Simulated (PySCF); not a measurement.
C8H6.
SMILES: `C#Cc1ccccc1`

Method: B3LYP/def2-SVP geometry optimisation, gas phase in PySCF.

Masses are those of the commonest isotopes; rigid-rotor values at the optimised geometry. 

(1) What are A, B and C (MHz)?

(2) What kind of rotor is it?

(3) Is it planar, by Δ = Ic − Ia − Ib?

(4) Which lines would a microwave search look for?

(5) Estimate the classical rotational partition function at 25 K, 100 K and 298.15 K.

Answers

(1) Ia = 89.43, Ib = 332.96, Ic = 422.39 u·Å²; 505379 MHz·u·Å²/I gives A = 5651, B = 1518, C = 1196 MHz.

(2) An asymmetric top: κ = (2 × 1518 − 5651 − 1196)/(5651 − 1196) = -0.86.

(3) Planar: Δ = Ic − Ia − Ib = 0.00 u·Å². For a rigid frame Δ = −2 Σ m c², so it vanishes when all atoms lie in the ab plane; here none is more than 0.01 Å from it.

(4) The dipole components are |μa| = 0.65 D, |μb| = 0.00 D, |μc| = 0.00 D; the symmetry axis of this C2v structure is a, so μb and μc vanish by symmetry and there are no b-type or c-type lines. Some lines, for components of 0.1 D or more:

| type | branch | J(Ka,Kc) | MHz | lower level (cm⁻¹) |
| --- | --- | --- | --- | --- |
| a | Q | 1(1,0) ← 1(1,1) | 321 | 0.228 |
| a | Q | 2(1,1) ← 2(1,2) | 964 | 0.399 |
| a | Q | 3(1,2) ← 3(1,3) | 1927 | 0.654 |
| a | R | 1(0,1) ← 0(0,0) | 2714 | 0.000 |
| a | R | 2(1,2) ← 1(1,1) | 5107 | 0.228 |
| a | R | 2(0,2) ← 1(0,1) | 5411 | 0.091 |
| a | R | 2(1,1) ← 1(1,0) | 5750 | 0.239 |
| a | R | 3(1,3) ← 2(1,2) | 7650 | 0.399 |
| a | R | 3(0,3) ← 2(0,2) | 8071 | 0.271 |
| a | R | 3(2,2) ← 2(2,1) | 8143 | 0.845 |
| a | R | 3(2,1) ← 2(2,0) | 8215 | 0.845 |
| a | R | 3(1,2) ← 2(1,1) | 8613 | 0.431 |

(5) Point group C2v, symmetry number σ = 2; q = (√π/σ)·√((kT/h)³/(ABC)), k/h = 20836.6 MHz/K: 3290 at 25 K, 26300 at 100 K, 135000 at 298.15 K.

No B3LYP/def2-SVP frequencies stand behind this structure, so it isn't proved a minimum. These are rigid-rotor constants of the computed structure; measured ground-state constants (B0) also hold zero-point vibration.

The run took 18 s wall on one thread, Arm Neoverse V1 (aarch64), shared host, and the process peaked at 0.62 GiB of memory. This is the geometry optimisation.
